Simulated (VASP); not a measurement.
# SrO in VASP: how settings move the PBE single point

The PBE single point of SrO (rocksalt), under -1.0 % biaxial strain in the (111) plane, free along [111] is repeated with altered inputs. Which of them can be trusted?

Code: VASP 6.6.1. PAW datasets, plane waves. (Simulation; spin polarisation is off (in the reference).)

## (1) Starting point

The cell comes from an earlier relaxation with r2SCAN in another program, then strained, with the atoms relaxed again. Some of the altered inputs switch spin polarisation on.

Space group R-3m (No. 166), trigonal; conventional cell a = 3.612 Å, c = 8.996 Å, 16.94 Å³ an atom. Near Sr stand 6 O at 2.57 Å; near O stand 6 Sr at 2.57 Å.

Structure file:

```
CELL_PARAMETERS angstrom
0.02851 2.58260 2.58260
2.58260 0.02851 2.58260
2.58260 2.58260 0.02851
ATOMIC_POSITIONS crystal
Sr 0.00000 0.00000 0.00000
O 0.50000 0.50000 0.50000
```

## (2) Baseline

INCAR

```
ENCUT = 520.000000
SIGMA = 0.020000
EDIFF = 1.00e-07
GGA = PE
PREC = Accurate
IBRION = -1
ISIF = 2
ISMEAR = -1
NBANDS = 15
NELM = 120
NSW = 0
LASPH = .TRUE.
LCHARG = .TRUE.
LELF = .TRUE.
LWAVE = .FALSE.
LREAL = .FALSE.
```

KPOINTS

```
KPOINTS created by Atomic Simulation Environment
0
Gamma
8 8 8
0 0 0
```

POSCAR

```
Sr O
 1.0000000000000000
     0.0285068023000000    2.5826002048999999    2.5826002048999999
     2.5826002048999999    0.0285068023000000    2.5826002048999999
     2.5826002048999999    2.5826002048999999    0.0285068023000000
 Sr  O
   1   1
Cartesian
  0.0000000000000000  0.0000000000000000  0.0000000000000000
  2.5968536060499994  2.5968536060499994  2.5968536060499994
```

A file KPOINTS_OPT adds named points for the levels; it doesn't enter the self-consistent loop.

Potentials: the recommended PBE PAW datasets, 16 valence electrons.

Command:

```
$ mpirun -np 1 vasp_std
```

## (3) Altered input 1

INCAR

```
ENCUT = 520.000000
SIGMA = 0.020000
EDIFF = 1.00e-07
GGA = PE
PREC = Accurate
IBRION = -1
ISIF = 2
ISMEAR = -1
NBANDS = 15
NSW = 0
LASPH = .TRUE.
LCHARG = .FALSE.
LWAVE = .FALSE.
LREAL = .FALSE.
LMAXMIX = 4
NELECT = 15.98
NELM = 90
```

KPOINTS is that of step 2.

POSCAR is that of step 2.

## (4) Altered input 2

INCAR

```
ENCUT = 520.000000
SIGMA = 0.020000
EDIFF = 1.00e-07
GGA = PE
PREC = Accurate
IBRION = -1
ISIF = 2
ISMEAR = -1
NELM = 120
NSW = 0
LASPH = .TRUE.
LCHARG = .FALSE.
LWAVE = .FALSE.
LREAL = Auto
NBANDS = 32
ISPIN = 2
MAGMOM = -3 3
```

KPOINTS is that of step 2.

POSCAR is that of step 2.

## (5) Altered input 3

INCAR

```
ENCUT = 520.000000
SIGMA = 0.020000
EDIFF = 1.00e-07
GGA = PE
PREC = Accurate
IBRION = -1
ISIF = 2
ISMEAR = -1
NSW = 0
LASPH = .TRUE.
LCHARG = .FALSE.
LWAVE = .FALSE.
LREAL = .FALSE.
NBANDS = 9
NELM = 72
```

KPOINTS is that of step 2.

POSCAR is that of step 2.

What does the calculation give? Wanted: for each run, changed; ending; energy change; pressure; electronic steps; usable.

**Answer**, as computed:

| run | changed | ending | energy change (meV/atom) | pressure (GPa) | gap on the mesh (eV; negative: overlap) | electronic steps | time | usable |
| --- | --- | --- | --- | --- | --- | --- | --- | --- |
| ref. | – | converged | 0 | 3.7 | 3.25 | 15 | 27 s | yes |
| 1 | LMAXMIX = 4, NELECT = 15.98, NELM = 90 | converged | – | 3.2 | – | 15 | 30 s | no |
| 2 | LREAL = Auto, NBANDS = 32, ISPIN = 2, MAGMOM = -3 3 | converged | -0.3 | 3.7 | – | 16 | 3.7 min | yes |
| 3 | NBANDS = 9, NELM = 72 | converged | 0.0 | 3.7 | 3.25 | 15 | 18 s | yes |

Of 3 altered inputs, 1 ended normally on a faulty or unsound input, 2 gave usable results. Among the usable ones with comparable energies, «LREAL = Auto, NBANDS = 32, ISPIN = 2, MAGMOM = -3 3» moves the energy most, by -0.3 meV/atom.
